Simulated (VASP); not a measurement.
# TiO (P6_3/mmc) in VASP: equation of state

Aim: energy against volume of TiO in PBEsol, for its equilibrium volume and stiffness.

Program: VASP 6.6.1. These are calculated values, not measurements. Logs are shortened: lines on timing, memory, paths and dates and some standing lists are left out, and cuts for length are marked.

**1. Starting point**

Symmetry: P6_3/mmc, No. 194, hexagonal system. Conventional cell: a = 2.852 Å, b = 2.852 Å, c = 5.568 Å, α = 90.00°, β = 90.00°, γ = 120.00°. Around Ti (site symmetry -6m2) lie 6 O at 2.16 Å. O (site symmetry -3m) is surrounded by 6 Ti at 2.16 Å.

The cell comes from a database or a generator and needn't be the stable form of this composition.

**2. Equation of state, PBEsol, 9.21 Å³/atom (volume scaled by 0.94)**

File INCAR:

```
PREC = Accurate
ENCUT = 520
EDIFF = 1E-7
ISMEAR = -1
SIGMA = 0.05
LREAL = False
LASPH = True
NELM = 60
ALGO = Normal
ISIF = 2
LWAVE = False
LCHARG = False
GGA = PS
NBANDS = 26
```

File KPOINTS:

```
Automatic mesh
0
Gamma
  11 11 5
```

File POSCAR:

```
TiO
1.0
    2.7933955971      0.0000000000      0.0000000000
   -1.3966977986      2.4191515500      0.0000000000
    0.0000000000      0.0000000000      5.4538485990
Ti O
2 2
Direct
    0.6666666667      0.3333333333      0.7500000000
    0.3333333333      0.6666666667      0.2500000000
    0.0000000000      0.0000000000      0.5000000000
    0.0000000000      0.0000000000      0.0000000000
```

Potentials or basis: VASP PAW PBE potentials, release 64 (Ti_sv, O).

Command:

```console
$ cat potpaw_PBE.64/Ti_sv/POTCAR potpaw_PBE.64/O/POTCAR > POTCAR
$ mpirun -np 1 vasp_std > vasp.out
```

OUTCAR:

```text
PREC = Accurate
   ENCUT = 520
   EDIFF = 1E-7
   ISMEAR = -1
   LREAL = False
   LASPH = True
   NELM = 60
   ISIF = 2
   GGA = PS

 Found     48 irreducible k-points:

 Following reciprocal coordinates:
            Coordinates               Weight
  0.000000  0.000000  0.000000      1.000000
  0.090909  0.000000  0.000000      6.000000
  0.181818 -0.000000  0.000000      6.000000
  0.272727 -0.000000  0.000000      6.000000
  0.363636 -0.000000  0.000000      6.000000
  0.454545  0.000000  0.000000      6.000000
   k-points           NKPTS =     48   k-points in BZ     NKDIM =     48   number of bands    NBANDS=     26
   number of dos      NEDOS =    301   number of ions     NIONS =      4
   total plane-waves  NPLWV =  24192
   dimension x,y,z NGX =    24 NGY =   24 NGZ =   42
   dimension x,y,z NGXF=    48 NGYF=   48 NGZF=   84
   ions per type =               2   2
   NGX,Y,Z   is equivalent  to a cutoff of  14.28, 14.28, 12.80 a.u.
   NGXF,Y,Z  is equivalent  to a cutoff of  28.57, 28.57, 25.61 a.u.
 SYSTEM =  unknown system
   PREC   = accura    normal or accurate (medium, high low for compatibility)
   ISTART =      0    job   : 0-new  1-cont  2-samecut
   ICHARG =      2    charge: 1-file 2-atom 10-const
   ISPIN  =      1    spin polarized calculation?
   LNONCOLLINEAR =      F non collinear calculations
   LSORBIT =      F    spin-orbit coupling
   LASPH  =      T    aspherical Exc in radial PAW
   ENCUT  =  520.0 eV  38.22 Ry    6.18 a.u.   5.19  5.19 10.14*2*pi/ulx,y,z
   NELM   =     60;   NELMIN=  2; NELMDL= -5     # of ELM steps
   EDIFF  = 0.1E-06   stopping-criterion for ELM
   LREAL  =      F    real-space projection
   EDIFFG = 0.1E-05   stopping-criterion for IOM
   NSW    =      0    number of steps for IOM
   IBRION =     -1    ionic relax: 0-MD 1-quasi-New 2-CG
   NFREE  =      0    steps in history (QN), initial steepest desc. (CG)
   ISIF   =      2    stress and relaxation
   ISYM   =      2    0-nonsym 1-usesym 2-fastsym
   POTIM  = 0.5000    time-step for ionic-motion
   TEBEG  =    0.0;   TEEND  =   0.0 temperature during run
   PSTRESS=    0.0 pullay stress
   NELECT =      36.0000    total number of electrons
   NUPDOWN=      -1.0000    fix difference up-down
   EMIN   =  10.00;   EMAX   =-10.00  energy-range for DOS
   EFERMI =   0.00;   METHOD = LEGACY
   ISMEAR =    -1;   SIGMA  =   0.05  broadening in eV -4-tet -1-fermi 0-gaus
   EFERMI_NEDOS =   21; number of points for ismear=-14 and -15
   IALGO  =     38    algorithm
   IMIX   =      4    mixing-type and parameters
     AMIX     =   0.40;   BMIX     =  1.00
     AMIX_MAG =   1.60;   BMIX_MAG =  1.00
  volume/ion in A,a.u.               =       9.21        62.18
  Fermi-wavevector in a.u.,A,eV,Ry     =   1.624337  3.069552 35.898572  2.638471
  Thomas-Fermi vector in A             =   2.717640
   LORBIT       =      0    0 simple, 1 ext, 2 COOP (PROOUT), +10 PAW based schemes
   GGA     = PS    functional components
   LHFCALC =     F    Hartree Fock is set to
   AEXX    =    0.0000 exact exchange contribution
   IVDW    =     0    specifies the selected vdW correction
   LEPSILON=     F    determine dielectric tensor
   LRPA    =     F    only Hartree local field effects (RPA)
 non-spin polarized calculation
  energy-cutoff  :      520.00
  volume of cell :       36.86
 maximum number of plane-waves:      1005
 NGX is ok and might be reduce to    24
   NGX = 11   NGY = 11   NGZ = 21

 number of electron      36.0000011 magnetization

 Free energy of the ion-electron system (eV)
  ---------------------------------------------------
  ext. energy  EPLUGINS =         0.00000000
  ---------------------------------------------------
  free energy    TOTEN  =       -37.38704439 eV

  energy without entropy =      -37.38009462  energy(sigma->0) =      -37.38356950

 E-fermi :  12.1132     XC(G=0): -13.3844

 val. band max:       12.0996076674   @ k =   0.4545   0.0909   0.0000
 cond. band min:      12.1554607170   @ k =   0.0000   0.0000   0.0000
 fundamental gap:      0.0558530496
 Fermi energy:        12.1132436896

 k-point     1 :       0.0000    0.0000    0.0000
  band No.  band energies     occupation
      1     -45.4829      2.00000
      2     -45.4224      2.00000
      3     -22.4673      2.00000
      4     -21.8367      2.00000
      5     -21.3753      2.00000
      6     -21.3753      2.00000
      7     -21.3581      2.00000
      8     -21.3581      2.00000
      9     -10.2004      2.00000
     10      -8.6767      2.00000
     11       2.2440      2.00000
     12       5.9417      2.00000
     13       5.9417      2.00000
     14       6.4423      2.00000
     15       6.4423      2.00000
     16       6.5683      2.00000
     17       9.8842      2.00000
     18      11.8295      1.99315
     19      11.8295      1.99315
     20      12.1555      0.60124
     21      12.9215      0.00000
     22      12.9215      0.00000
     23      13.6752      0.00000
     24      14.0463      0.00000
     25      14.0463      0.00000
     26      15.2339      0.00000

 k-point     2 :       0.0909    0.0000    0.0000
  band No.  band energies     occupation
      1     -45.4702      2.00000
      2     -45.4120      2.00000
      3     -22.4351      2.00000
      4     -21.8313      2.00000
      5     -21.4536      2.00000
      6     -21.4311      2.00000
      7     -21.3957      2.00000
      8     -21.3678      2.00000
      9     -10.0868      2.00000
     10      -8.6955      2.00000
     11       2.3941      2.00000
     12       5.5533      2.00000
     13       5.9814      2.00000
     14       6.1618      2.00000
     15       6.2960      2.00000
     16       6.4874      2.00000
     17      10.0914      2.00000
     18      11.1350      2.00000
     19      12.0263      1.70087
     20      12.7847      0.00000
     21      13.0523      0.00000
     22      13.1821      0.00000
     23      13.8523      0.00000
     24      14.0930      0.00000
     25      14.2001      0.00000
     26      14.8739      0.00000

 k-point     3 :       0.1818   -0.0000    0.0000
  band No.  band energies     occupation
      1     -45.4360      2.00000
      2     -45.3844      2.00000
      3     -22.3461      2.00000
      4     -21.8186      2.00000
      5     -21.6700      2.00000
      6     -21.6125      2.00000
      7     -21.4449      2.00000
      8     -21.3993      2.00000
      9      -9.7838      2.00000
     10      -8.7455      2.00000
     11       2.7675      2.00000
     12       4.6936      2.00000
     13       5.4245      2.00000
     14       5.9379      2.00000
     15       6.0801      2.00000
     16       6.3438      2.00000
     17      10.2210      2.00000
     18      10.8486      2.00000
     19      12.5849      0.00016
     20      13.2177      0.00000
     21      13.3280      0.00000
     22      13.6059      0.00000
     23      13.8121      0.00000
     24      14.2352      0.00000
     25      14.2461      0.00000
     26      15.4038      0.00000

 k-point     4 :       0.2727   -0.0000    0.0000
  band No.  band energies     occupation
      1     -45.3901      2.00000
      2     -45.3486      2.00000
      3     -22.2214      2.00000
      4     -21.9449      2.00000
      5     -21.8417      2.00000
      6     -21.8082      2.00000
      7     -21.5053      2.00000
      8     -21.4436      2.00000
      9      -9.3870      2.00000
     10      -8.8112      2.00000
     11       3.1051      2.00000
     12       3.8800      2.00000
     13       4.5716      2.00000
     14       5.5262      2.00000
     15       6.1814      2.00000
     16       6.1917      2.00000
     17       9.6967      2.00000
     18      11.5574      1.99997
     19      13.0965      0.00000
     20      13.4007      0.00000
     21      13.5374      0.00000
     22      13.6027      0.00000
     23      13.9255      0.00000
     24      14.5126      0.00000
     25      14.6336      0.00000
     26      15.4874      0.00000

 k-point     5 :       0.3636   -0.0000    0.0000
  band No.  band energies     occupation
      1     -45.3463      2.00000
      2     -45.3167      2.00000
      3     -22.1880      2.00000
      4     -22.0914      2.00000
      5     -22.0471      2.00000
      6     -21.8118      2.00000
      7     -21.5589      2.00000
      8     -21.4852      2.00000
      9      -9.0191      2.00000
     10      -8.8720      2.00000
     11       2.8341      2.00000
     12       3.7587      2.00000
     13       3.8682      2.00000
     14       5.1898      2.00000
     15       6.0505      2.00000
     16       6.2762      2.00000
     17       9.3178      2.00000
     18      11.9355      1.94442
     19      13.1472      0.00000
     20      13.6109      0.00000
     21      13.6692      0.00000
     22      14.1905      0.00000
     23      14.2700      0.00000
     24      14.8295      0.00000
     25      15.3571      0.00000
     26      15.7234      0.00000

 k-point     6 :       0.4545    0.0000    0.0000
  band No.  band energies     occupation
      1     -45.3186      2.00000
      2     -45.2991      2.00000
      3     -22.3285      2.00000
      4     -22.1671      2.00000
      5     -21.9944      2.00000
      6     -21.8327      2.00000
      7     -21.5902      2.00000
      8     -21.5102      2.00000
      9      -8.9082      2.00000
     10      -8.7974      2.00000
     11       2.4886      2.00000
     12       3.4777      2.00000
     13       3.8645      2.00000
     14       5.0046      2.00000
     15       5.9804      2.00000
     16       6.3185      2.00000
     17       9.1040      2.00000
     18      12.0707      1.40182
     19      12.8920      0.00000
     20      13.6177      0.00000
     21      14.2816      0.00000
     22      14.5106      0.00000
     23      14.8737      0.00000
     24      15.0464      0.00000
     25      15.8143      0.00000
     26      15.8837      0.00000

 [... further k-points ...]

------------------------ aborting loop because EDIFF is reached ----------------------------------------

  FORCE on cell =-STRESS in cart. coord.  units (eV):
  Direction    XX          YY          ZZ          XY          YZ          ZX
  --------------------------------------------------------------------------------------
  -------------------------------------------------------------------------------------
  Total        1.5060448      1.5060448      0.8848896     -0.0000000      0.0000000     -0.0000000
  in kB       65.4711376     65.4711376     38.4681292     -0.0000000      0.0000000     -0.0000000
  external PRESSURE =      56.4701348 kB  Pullay stress =       0.0000000 kB

 VOLUME and BASIS-vectors are now :
 -----------------------------------------------------------------------------
  energy-cutoff  :      520.00
  volume of cell :       36.86
      direct lattice vectors                 reciprocal lattice vectors
     2.793395597  0.000000000  0.000000000     0.357987247  0.206684034  0.000000000
    -1.396697799  2.419151550  0.000000000     0.000000000  0.413368067  0.000000000
     0.000000000  0.000000000  5.453848599     0.000000000  0.000000000  0.183356758

 POSITION                                       TOTAL-FORCE (eV/Angst)
 -----------------------------------------------------------------------------------
      1.39670      0.80638      4.09039         0.000000     -0.000000      0.000000
     -0.00000      1.61277      1.36346        -0.000000      0.000000      0.000000
      0.00000      0.00000      2.72692         0.000000      0.000000      0.000000
      0.00000      0.00000      0.00000         0.000000      0.000000      0.000000
 -----------------------------------------------------------------------------------
    total drift:                               -0.000000      0.000000     -0.000000

  FREE ENERGIE OF THE ION-ELECTRON SYSTEM (eV)
  ---------------------------------------------------
  free  energy   TOTEN  =       -37.3870443867 eV

  energy  without entropy=      -37.3800946174  energy(sigma->0) =      -37.38356950
```

Run time: 27 s. Hardware: 1 thread of Intel Xeon Platinum 8488C (Sapphire Rapids), shared host; peak memory 0.17 GiB.

What came out:

- Free energy: -37.3870 eV
- Pressure: 5.6 GPa
- Band gap on the k mesh: none (metal or under the smearing width)

Caveat: the PAW data sets were made with another functional, which shifts forces and pressure a little; semilocal functionals often make such compounds metallic where correlation or magnetic order opens a gap, which also shifts bond lengths.

(Continued in part 2 of 2.)
